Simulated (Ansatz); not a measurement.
Run on diamond Si (111), 6 layers: DFT, PBEsol, all-electron LAPW, scalar-relativistic (Ansatz 0.2.0).

The slab is cut from a bulk crystal relaxed on PAW files (its atoms may have been relaxed since).

Command: `ansatz run input.yaml --threads 2 --pin off --max-ram 4096MiB --backend cpu --events-out ev --progress --plain --runs-dir out` It took 28 s on 2 threads of Arm Neoverse V2 (shared host), peak memory 0.49 GiB.

```yaml
crystal:
  lattice:
    - [3.8418213872, 0.0, 0.0]
    - [-1.9209106936, 3.3271149181, 0.0]
    - [0.0, 0.0, 23.0579]
  atoms:
    - { symbol: Si, position: [0.0, 0.0, 0.3469531796] }
    - { symbol: Si, position: [0.333333334, 0.666666666, 0.3809635836] }
    - { symbol: Si, position: [0.333333334, 0.666666666, 0.4829947972] }
    - { symbol: Si, position: [0.666666667, 0.333333333, 0.517005202] }
    - { symbol: Si, position: [0.666666667, 0.333333333, 0.6190364156] }
    - { symbol: Si, position: [0.0, 0.0, 0.6530468204] }
kpoints:
  mp_grid: { grid: [9, 9, 1] }
scf:
  occupations: { method: fermi_dirac, width: 0.02 }
hamiltonian:
  xc: pbesol
  pseudopotentials: { kind: all_electron, lapw: { basis_error: 0.001 } }
output:
  forces: true
  stress: true
  eigenvalues: true
  populations: true
  dos: { projected: true, de: 0.2, e_range: [-14, 8] }
efield:
  axis: 3
  amplitude: 0
  dipole_correction: true
```

Output:

```
Si: projections on atomic orbitals take those of the free atom 1s2 2s2 2p6 3s2 3p2, of charge +0.00 (hamiltonian.pseudopotentials.projection_atoms)
LAPW: plane waves up to 7.587 Å⁻¹, error target 1.0e-3 eV per atom; small_component_spin mean_spin; Si in spheres of 1.176 Å, 12 of its electrons in bands, Dirac shells [] (how accurate: hamiltonian.pseudopotentials.lapw.basis_error, Limitations)
Engine: ansatz 0.2.0
Pseudopotentials: kind: all_electron
Pseudopotential: Si, LAPW, valence charge 12, lapw/all_electron/scalar/gaussian/Si, Koelling and Harmon's equation, gaussian nucleus
Functional definition: PBEsol
  exchange = pbesol_x
  correlation = pbesol_c
Crystal: 6 atoms, lattice volume = 294.730 Å³
Basis set: ecut = 219.32904959058914 eV, 2191 PW (Γ), exchange–correlation at level 2
Bands: 44, of which v1, the nominal top of the filled ones, is band 36 counted from 1 (35 counted from 0)
Symmetry: 6 space group operations
k-points: 12 of 81 (time reversal used)
Non-local potential: Si, projectors of the file, none
Initial density: superposition of atomic densities (neutral atoms: chi_scale 0, normalization atom)
Initial wavefunctions: plane waves of lowest kinetic energy (no species holds an atomic orbital)
Functional: x = pbesol(κ = 0.804, μ = 0.12345679012345678), c = pbesol(β = 0.046)
iter 1 solved again at ethr=4.18e-3 eV; its pass at ethr=1.00e-1 eV (dr2=3.01e0 eV) is discarded
SCF iter   1: F=—  HF=-47265.933993 eV  |F-HF|=—  |Δ(HF+E_count)|=         —  Δρ=2.52e-2  dr2=3.03e0  ethr=4.18e-3  p=-0.000 e·Å  D=-2.21e-14 V/Å  ΔV_dip=0.00 eV  dr2_dipole=5.22e-15  V_vac-E_F(+/−)=6.32/6.32 eV  ⟨swp⟩=2.9  Hψ=3788  notcnv=0
efield: sawtooth ramp at fractional position 0.9500 (placed from the atoms, in the widest stretch of the axis that holds none; the zero of the levels goes with the place), width 0.1000; the density the first Hamiltonian is built on has a dipole p = 0.000 e·Å; the dipole correction subtracts the counter field D = 1.03e-13 V/Å, which shifts the + side's vacuum level by -0.00 eV against the − side's; the planar-averaged density in the ramp window peaks in size at 1.3e-6 e/Å³
preconditioner: auto → LDOS  [insulator: Δε(μ)=0.079 eV  Ē_g=8.028 eV  σ=0.020 eV  W_gap=0.75  n_scr=56 (ndim 8)  ℏωp=10.6 eV  f_vac=0.538  D(μ)=2.65/eV (n_scr^D=8)  ε∞_Penn≈2.7  β→1.0]
SCF iter   2: F=—  HF=-47265.212043 eV  |F-HF|=—  |Δ(HF+E_count)|=   7.22e-1  Δρ=6.07e-3  dr2=3.35e-1  ethr=4.18e-3  p=0.000 e·Å  D=1.28e-8 V/Å  ΔV_dip=-0.00 eV  dr2_dipole=9.59e-11  V_vac-E_F(+/−)=5.26/5.26 eV  ⟨swp⟩=3.1  Hψ=1688  notcnv=0
SCF iter   3: F=—  HF=-47265.184784 eV  |F-HF|=—  |Δ(HF+E_count)|=   2.73e-2  Δρ=2.06e-3  dr2=4.89e-2  ethr=4.66e-4  p=0.000 e·Å  D=1.53e-6 V/Å  ΔV_dip=-0.00 eV  dr2_dipole=1.49e-10  V_vac-E_F(+/−)=5.12/5.12 eV  ⟨swp⟩=3.0  Hψ=1620  notcnv=0
SCF iter   4: F=—  HF=-47265.177286 eV  |F-HF|=—  |Δ(HF+E_count)|=         —  Δρ=6.20e-4  dr2=6.50e-3  ethr=6.79e-5  p=0.000 e·Å  D=1.42e-6 V/Å  ΔV_dip=-0.00 eV  dr2_dipole=7.44e-10  V_vac-E_F(+/−)=4.98/4.98 eV  ⟨swp⟩=3.6  Hψ=1690  notcnv=0
the basis was enlarged: its passes take 508.2 KiB over the memory plan, 2 of 2 planned eigensolver slots
iter 5 solved again at ethr=3.89e-7 eV; its pass at ethr=9.03e-6 eV (dr2=2.80e-4 eV) is discarded
SCF iter   5: F=—  HF=-47265.176715 eV  |F-HF|=—  |Δ(HF+E_count)|=   5.71e-4  Δρ=1.54e-4  dr2=2.78e-4  ethr=3.89e-7  p=0.000 e·Å  D=2.09e-7 V/Å  ΔV_dip=-0.00 eV  dr2_dipole=3.57e-11  V_vac-E_F(+/−)=4.92/4.92 eV  ⟨swp⟩=2.1  Hψ=2657  notcnv=0
SCF iter   6: F=—  HF=-47265.176721 eV  |F-HF|=—  |Δ(HF+E_count)|=   5.95e-6  Δρ=4.53e-5  dr2=1.25e-5  ethr=3.86e-7  p=0.000 e·Å  D=1.55e-7 V/Å  ΔV_dip=-0.00 eV  dr2_dipole=1.98e-13  V_vac-E_F(+/−)=4.91/4.91 eV  ⟨swp⟩=3.0  Hψ=1482  notcnv=0
SCF iter   7: F=—  HF=-47265.176721 eV  |F-HF|=—  |Δ(HF+E_count)|=   3.94e-7  Δρ=1.27e-5  dr2=8.36e-7  ethr=1.73e-8  p=0.000 e·Å  D=6.97e-8 V/Å  ΔV_dip=-0.00 eV  dr2_dipole=2.77e-12  V_vac-E_F(+/−)=4.91/4.91 eV  ⟨swp⟩=3.0  Hψ=1429  notcnv=0
SCF iter   8: F=—  HF=-47265.176722 eV  |F-HF|=—  |Δ(HF+E_count)|=   4.19e-7  Δρ=4.71e-6  dr2=1.65e-7  ethr=1.16e-9  p=0.000 e·Å  D=2.17e-8 V/Å  ΔV_dip=-0.00 eV  dr2_dipole=5.96e-14  V_vac-E_F(+/−)=4.91/4.91 eV  ⟨swp⟩=3.0  Hψ=1476  notcnv=0
SCF iter   9: F=-47265.176722 eV  HF=-47265.176722 eV  |F-HF|=3.57e-8  |Δ(HF+E_count)|=   1.14e-7  Δρ=1.61e-6  dr2=1.85e-8  ethr=2.29e-10  p=0.000 e·Å  D=1.15e-9 V/Å  ΔV_dip=-0.00 eV  dr2_dipole=7.57e-14  V_vac-E_F(+/−)=4.91/4.91 eV  ⟨swp⟩=3.0  Hψ=1508  notcnv=0
SCF 1 converged in 9 iterations: F = -47265.176722 eV  dr2 = 1.85e-8
SCF converged after 9 iterations
Free energy (F): -47265.176722 eV
Harris-Foulkes:  -47265.176722 eV  (|F-HF|=3.57e-8)
Internal energy: -47265.170512 eV  (E = F + TS)
E sigma→0 (E₀):  -47265.173617 eV
Entropy (-TS):   -0.006210 eV (-1.035 meV/atom)
Fermi energy:    0.069447 eV
Dipole field:    D = 0.000000 V/Å  (p = 0.000000 e·Å, saw-weighted, corrected)
Work function:   Φ+ = 4.9073 eV   Φ− = 4.9073 eV
Levels:          The Fermi level and band energies are counted from a zero that moves with the ramp; work functions are not
--- Per-component energies (eV) ---
  E_band       = -4935.876794
  E_kinetic    = 47385.086490
  E_xc         = -3315.699614
  E_efield     = 0.000000  (sawtooth field / dipole correction)
  E_electrostatic = -91334.557387  (all electrons and nuclei)
  E_smearing   = -0.006210  (= −TS)
  E_closure    = 0.000000  (closes the sum)
  E_atoms      = -47233.265234  (free atoms, spherical and without spin; not in F)
  Σ components = -47265.176722   (vs F -47265.176722, Δ=0.00e0)
  Basis errors (estimates in eV, not in F): energy 4.9e-4 per atom: plane waves 4.5e-4 (2.8e-4 summed), levels above the bands 8.6e-82, relativity 7.9e-9, radial functions 3.9e-5, core shells 2.1e-12; eigenvalues (radial functions only) 6.0e-7; not estimated: angular momenta, meshes, grids; target (lapw.basis_error) 1.0e-3; muffin-tin radii Si 1.176 Å
--- Forces (eV/Å), atoms counted from 1 ---
  atom   1  Si    -0.00000000     0.00000000     0.49596511
  atom   2  Si     0.00000000    -0.00000000    -0.76882728
  atom   3  Si     0.00000000     0.00000000     0.38193519
  atom   4  Si     0.00000000    -0.00000000    -0.38193558
  atom   5  Si     0.00000000     0.00000000     0.76882691
  atom   6  Si    -0.00000000     0.00000000    -0.49596418
  max |Σ_I F_I| component: 1.65e-7 eV/Å
--- Stress (GPa, compression-positive) ---
       -0.664934       0.000000      -0.000000
        0.000000      -0.664934       0.000000
       -0.000000       0.000000       0.231627
  P = ⅓ Tr σ = -0.3661 GPa (-3.661 kbar)
--- Band table (eV; the first three rows and the last of 12) ---
  k-point 0: bands = ["-133.3644", "-133.3585", "-133.2698", "-133.2698", "-133.2560", "-133.2560", "-89.6572", "-89.6555", "-89.6365", "-89.6365", "-89.6184", "-89.6184", "-89.5953", "-89.5953", "-89.5547", "-89.5546", "-89.5322", "-89.5322", "-89.5322", "-89.5322", "-89.5139", "-89.5139", "-89.5139", "-89.5139", "-11.5414", "-10.6830", "-9.7887", "-5.8329", "-3.5294", "-0.8809", "-0.8809", "-0.5655", "-0.3528", "-0.3528", "0.0515", "0.0515", "0.9527", "1.8183", "2.7169", "2.9946", "3.1355", "3.1355", "3.6224", "3.6224"]
  k-point 1: bands = ["-133.3642", "-133.3587", "-133.2697", "-133.2697", "-133.2560", "-133.2560", "-89.6573", "-89.6557", "-89.6367", "-89.6359", "-89.6187", "-89.6182", "-89.5953", "-89.5953", "-89.5548", "-89.5548", "-89.5323", "-89.5323", "-89.5317", "-89.5317", "-89.5142", "-89.5142", "-89.5137", "-89.5137", "-11.3984", "-10.5405", "-9.6444", "-5.7685", "-3.5069", "-1.9388", "-1.3376", "-1.1949", "-1.0208", "-0.6041", "-0.3486", "-0.1409", "0.9164", "2.4300", "2.8442", "3.0963", "3.4445", "3.6522", "4.0173", "4.0611"]
  k-point 2: bands = ["-133.3638", "-133.3591", "-133.2696", "-133.2696", "-133.2562", "-133.2562", "-89.6573", "-89.6562", "-89.6371", "-89.6344", "-89.6197", "-89.6179", "-89.5954", "-89.5954", "-89.5550", "-89.5550", "-89.5327", "-89.5327", "-89.5303", "-89.5303", "-89.5153", "-89.5153", "-89.5133", "-89.5133", "-10.9762", "-10.1215", "-9.2191", "-5.7198", "-3.9511", "-3.2600", "-2.8567", "-2.2308", "-1.7500", "-1.1095", "-0.5806", "-0.1593", "0.4918", "1.9593", "2.5283", "2.8165", "3.9563", "4.0948", "4.6757", "5.1798"]
  k-point 11: bands = ["-133.3615", "-133.3615", "-133.2692", "-133.2692", "-133.2566", "-133.2566", "-89.6574", "-89.6574", "-89.6384", "-89.6265", "-89.6265", "-89.6166", "-89.5957", "-89.5956", "-89.5556", "-89.5556", "-89.5340", "-89.5340", "-89.5237", "-89.5237", "-89.5211", "-89.5211", "-89.5120", "-89.5120", "-8.5359", "-8.5359", "-7.1603", "-7.1161", "-6.5533", "-6.5533", "-4.0435", "-3.8601", "-3.8601", "-2.2728", "-2.2728", "-0.4112", "0.2844", "2.6438", "2.6438", "3.8866", "4.7593", "4.7593", "6.0186", "6.1880"]
--- Löwdin populations: 6 sites ---
  site symbol       q [e]
     0     Si     13.9538
     1     Si     13.9625
     2     Si     13.9492
     3     Si     13.9492
     4     Si     13.9625
     5     Si     13.9538
  spilling = 0.003204 (of n_electrons = 84.000000)
```

populations.tsv:

```
# site	symbol	l	j	q
# orbitals = lowdin
# n_electrons = 84.000000
# spilling = 0.003204
# projection_atom_Si: 1s2 2s2 2p6 3s2 3p2
0	Si	0_1S	-	1.999853
0	Si	0_2S	-	1.988675
0	Si	0_3S	-	1.344356
0	Si	1_2P	-	5.997748
0	Si	1_3P	-	2.623150
1	Si	0_1S	-	1.999812
1	Si	0_2S	-	1.985499
1	Si	0_3S	-	1.186597
1	Si	1_2P	-	5.996848
1	Si	1_3P	-	2.793709
2	Si	0_1S	-	1.999816
2	Si	0_2S	-	1.985857
2	Si	0_3S	-	1.214043
2	Si	1_2P	-	5.996887
2	Si	1_3P	-	2.752598
3	Si	0_1S	-	1.999816
3	Si	0_2S	-	1.985857
3	Si	0_3S	-	1.214043
3	Si	1_2P	-	5.996887
3	Si	1_3P	-	2.752598
4	Si	0_1S	-	1.999812
4	Si	0_2S	-	1.985499
4	Si	0_3S	-	1.186597
4	Si	1_2P	-	5.996848
4	Si	1_3P	-	2.793709
5	Si	0_1S	-	1.999853
5	Si	0_2S	-	1.988675
5	Si	0_3S	-	1.344356
5	Si	1_2P	-	5.997748
5	Si	1_3P	-	2.623150
```

Next run (atoms relaxed), as changes to the input before:

```diff
   atoms:
-    - { symbol: Si, position: [0.0, 0.0, 0.3469531796] }
-    - { symbol: Si, position: [0.333333334, 0.666666666, 0.3809635836] }
-    - { symbol: Si, position: [0.333333334, 0.666666666, 0.4829947972] }
-    - { symbol: Si, position: [0.666666667, 0.333333333, 0.517005202] }
-    - { symbol: Si, position: [0.666666667, 0.333333333, 0.6190364156] }
-    - { symbol: Si, position: [0.0, 0.0, 0.6530468204] }
+    - { symbol: Si, position: [0.0, 0.0, 0.3495562938] }
+    - { symbol: Si, position: [0.3333333333, 0.6666666667, 0.3788983513] }
+    - { symbol: Si, position: [0.3333333333, 0.6666666667, 0.4835215026] }
+    - { symbol: Si, position: [0.6666666667, 0.3333333333, 0.5164784983] }
+    - { symbol: Si, position: [0.6666666667, 0.3333333333, 0.6211016525] }
+    - { symbol: Si, position: [0.0, 0.0, 0.6504436999] }
 kpoints:
   eigenvalues: true
-  populations: true
-  dos: { projected: true, de: 0.2, e_range: [-14, 8] }
+relax:
+  f_tol: 0.01
+  max_steps: 12
 efield:
```

Results part of the output:

```
SCF converged after 3 iterations
Free energy (F): -47265.247079 eV
Harris-Foulkes:  -47265.247079 eV  (|F-HF|=1.67e-9)
Internal energy: -47265.239787 eV  (E = F + TS)
E sigma→0 (E₀):  -47265.243433 eV
Entropy (-TS):   -0.007292 eV (-1.215 meV/atom)
Fermi energy:    0.158607 eV
Dipole field:    D = 0.000000 V/Å  (p = 0.000000 e·Å, saw-weighted, corrected)
Work function:   Φ+ = 4.8442 eV   Φ− = 4.8442 eV
Levels:          The Fermi level and band energies are counted from a zero that moves with the ramp; work functions are not
--- Per-component energies (eV) ---
  E_band       = -4939.395687
  E_kinetic    = 47386.731209
  E_xc         = -3316.245221
  E_efield     = 0.000000  (sawtooth field / dipole correction)
  E_electrostatic = -91335.725775  (all electrons and nuclei)
  E_smearing   = -0.007292  (= −TS)
  E_closure    = 0.000000  (closes the sum)
  E_atoms      = -47233.265234  (free atoms, spherical and without spin; not in F)
  Σ components = -47265.247079   (vs F -47265.247079, Δ=0.00e0)
[... lines left out ...]
  max |Σ_I F_I| component: 1.59e-8 eV/Å
--- Stress (GPa, compression-positive) ---
       -0.110177      -0.000000       0.000000
       -0.000000      -0.110177       0.000000
        0.000000       0.000000      -0.009857
  P = ⅓ Tr σ = -0.0767 GPa (-0.767 kbar)
--- Band table (eV; the first three rows and the last of 12) ---
  k-point 0: bands = ["-133.3494", "-133.3493", "-133.3450", "-133.3390", "-133.2990", "-133.2990", "-89.6524", "-89.6521", "-89.6384", "-89.6372", "-89.6206", "-89.6206", "-89.6163", "-89.6163", "-89.6141", "-89.6141", "-89.6140", "-89.6140", "-89.5972", "-89.5972", "-89.5516", "-89.5516", "-89.5516", "-89.5516", "-11.5730", "-10.8620", "-9.9326", "-5.6672", "-3.4160", "-0.9656", "-0.9656", "-0.6299", "-0.6299", "-0.4614", "-0.1598", "-0.1598", "1.1617", "1.7584", "2.5908", "2.8661", "3.1333", "3.1333", "3.4909", "3.4909"]
  k-point 1: bands = ["-133.3493", "-133.3493", "-133.3449", "-133.3391", "-133.2990", "-133.2990", "-89.6524", "-89.6522", "-89.6384", "-89.6373", "-89.6211", "-89.6211", "-89.6164", "-89.6157", "-89.6142", "-89.6141", "-89.6134", "-89.6134", "-89.5976", "-89.5970", "-89.5518", "-89.5518", "-89.5515", "-89.5515", "-11.4288", "-10.7183", "-9.7884", "-5.5993", "-3.3906", "-2.0252", "-1.6026", "-1.2841", "-1.1815", "-0.8796", "-0.3430", "-0.2808", "1.1442", "2.3672", "2.8022", "2.9395", "3.4709", "3.5776", "3.8484", "3.8981"]
  k-point 2: bands = ["-133.3492", "-133.3492", "-133.3444", "-133.3396", "-133.2991", "-133.2991", "-89.6525", "-89.6523", "-89.6385", "-89.6377", "-89.6220", "-89.6220", "-89.6168", "-89.6143", "-89.6142", "-89.6142", "-89.6121", "-89.6120", "-89.5986", "-89.5966", "-89.5521", "-89.5521", "-89.5514", "-89.5514", "-11.0027", "-10.2951", "-9.3636", "-5.5602", "-3.9849", "-3.3272", "-3.0091", "-2.3662", "-1.8411", "-1.3802", "-0.7742", "-0.0504", "0.6516", "1.8760", "2.4294", "2.7641", "3.9159", "4.2061", "4.6835", "5.1225"]
  k-point 11: bands = ["-133.3491", "-133.3491", "-133.3420", "-133.3420", "-133.2993", "-133.2993", "-89.6527", "-89.6527", "-89.6386", "-89.6386", "-89.6235", "-89.6235", "-89.6182", "-89.6150", "-89.6150", "-89.6092", "-89.6091", "-89.6058", "-89.6058", "-89.5953", "-89.5533", "-89.5533", "-89.5508", "-89.5508", "-8.5138", "-8.5138", "-7.3632", "-7.3228", "-6.6975", "-6.6975", "-4.0697", "-4.0697", "-4.0401", "-2.2005", "-2.2005", "-0.3502", "0.3358", "2.6647", "2.6647", "4.0887", "4.7688", "4.7688", "5.9306", "6.0267"]
--- Relaxed structure (2 steps of the walk, 2 accepted, 0 SCFs on fresh bases) ---
  F+E_penalty+E_count = -47265.24707867 eV   max|allowed force component| = 3.817e-3 eV/Å
  atoms:
    - { symbol: Si, position: [0.0, 0.0, 0.34955629379999986] }
    - { symbol: Si, position: [0.3333333333333333, 0.6666666666666666, 0.37889835129999994] }
    - { symbol: Si, position: [0.3333333333333333, 0.6666666666666666, 0.4835215025999999] }
    - { symbol: Si, position: [0.6666666666666665, 0.3333333333333333, 0.5164784982999999] }
    - { symbol: Si, position: [0.6666666666666665, 0.3333333333333333, 0.6211016524999999] }
    - { symbol: Si, position: [0.0, 0.0, 0.6504436998999997] }
```

Next run (field of 0.1 V/Å along the normal), as changes to the input before:

```diff
   eigenvalues: true
-relax:
-  f_tol: 0.01
-  max_steps: 12
 efield:
   axis: 3
-  amplitude: 0
+  amplitude: 0.1
   dipole_correction: true
```

Results part of the output:

```
SCF 1 converged in 9 iterations: F = -47265.250651 eV  dr2 = 6.45e-8
SCF converged after 9 iterations
Free energy (F): -47265.250651 eV
Harris-Foulkes:  -47265.250651 eV  (|F-HF|=3.62e-8)
Internal energy: -47265.243362 eV  (E = F + TS)
E sigma→0 (E₀):  -47265.247006 eV
Entropy (-TS):   -0.007290 eV (-1.215 meV/atom)
Fermi energy:    0.158163 eV
Dipole field:    D = 0.043588 V/Å  (p = 0.070996 e·Å, saw-weighted, corrected)
Work function:   not extracted (applied field tilts the vacuum); planar V_es + V_field profile in the machine report
Levels:          The Fermi level and band energies are counted from a zero that moves with the ramp; work functions are not
--- Per-component energies (eV) ---
  E_band       = -4939.408478
  E_kinetic    = 47386.690651
  E_xc         = -3316.242267
  E_efield     = -0.005562  (sawtooth field / dipole correction)
  E_electrostatic = -91335.686184  (all electrons and nuclei)
  E_smearing   = -0.007290  (= −TS)
[... lines left out ...]
--- Forces (eV/Å), atoms counted from 1 ---
  atom   1  Si    -0.00000000     0.00000000    -0.00440187
  atom   2  Si    -0.00000000    -0.00000000     0.00786385
  atom   3  Si     0.00000000     0.00000000     0.00006963
  atom   4  Si     0.00000000    -0.00000000    -0.00138346
  atom   5  Si     0.00000000     0.00000000     0.00922963
  atom   6  Si    -0.00000000    -0.00000000    -0.01134448
  max |Σ_I F_I| component: 3.33e-5 eV/Å
--- Stress (GPa, compression-positive) ---
       -0.107770      -0.000000       0.000000
       -0.000000      -0.107770       0.000000
        0.000000       0.000000      -0.008382
  P = ⅓ Tr σ = -0.0746 GPa (-0.746 kbar)
--- Band table (eV; the first three rows and the last of 12) ---
  k-point 0: bands = ["-133.3541", "-133.3462", "-133.3442", "-133.3383", "-133.3109", "-133.2874", "-89.6566", "-89.6478", "-89.6412", "-89.6346", "-89.6334", "-89.6191", "-89.6191", "-89.6166", "-89.6166", "-89.6088", "-89.6088", "-89.6080", "-89.5971", "-89.5971", "-89.5629", "-89.5629", "-89.5405", "-89.5405", "-11.5735", "-10.8624", "-9.9330", "-5.6676", "-3.4164", "-0.9661", "-0.9661", "-0.6303", "-0.6303", "-0.4620", "-0.1602", "-0.1602", "1.1610", "1.7580", "2.5901", "2.8657", "3.1329", "3.1329", "3.4902", "3.4902"]
  k-point 1: bands = ["-133.3541", "-133.3461", "-133.3442", "-133.3384", "-133.3110", "-133.2874", "-89.6566", "-89.6479", "-89.6412", "-89.6347", "-89.6337", "-89.6192", "-89.6187", "-89.6168", "-89.6161", "-89.6102", "-89.6088", "-89.6064", "-89.5975", "-89.5969", "-89.5630", "-89.5628", "-89.5406", "-89.5404", "-11.4293", "-10.7187", "-9.7888", "-5.5997", "-3.3910", "-2.0256", "-1.6031", "-1.2846", "-1.1819", "-0.8800", "-0.3433", "-0.2813", "1.1436", "2.3668", "2.8014", "2.9391", "3.4705", "3.5771", "3.8469", "3.8976"]
  k-point 2: bands = ["-133.3540", "-133.3458", "-133.3441", "-133.3388", "-133.3110", "-133.2875", "-89.6567", "-89.6480", "-89.6414", "-89.6350", "-89.6342", "-89.6194", "-89.6177", "-89.6172", "-89.6145", "-89.6115", "-89.6090", "-89.6046", "-89.5985", "-89.5966", "-89.5635", "-89.5626", "-89.5410", "-89.5403", "-11.0031", "-10.2955", "-9.3640", "-5.5606", "-3.9854", "-3.3276", "-3.0096", "-2.3666", "-1.8415", "-1.3806", "-0.7746", "-0.0509", "0.6512", "1.8755", "2.4290", "2.7635", "3.9155", "4.2057", "4.6614", "5.1221"]
  k-point 11: bands = ["-133.3538", "-133.3447", "-133.3441", "-133.3397", "-133.3112", "-133.2877", "-89.6570", "-89.6482", "-89.6419", "-89.6356", "-89.6352", "-89.6201", "-89.6186", "-89.6150", "-89.6132", "-89.6096", "-89.6081", "-89.6038", "-89.6017", "-89.5952", "-89.5648", "-89.5619", "-89.5420", "-89.5397", "-8.5178", "-8.5107", "-7.3646", "-7.3223", "-6.7003", "-6.6956", "-4.0746", "-4.0656", "-4.0405", "-2.2027", "-2.1991", "-0.3507", "0.3354", "2.6637", "2.6648", "4.0883", "4.7662", "4.7703", "5.9302", "6.0224"]
```

Real surfaces of this kind reconstruct, which a 1×1 cell forbids.
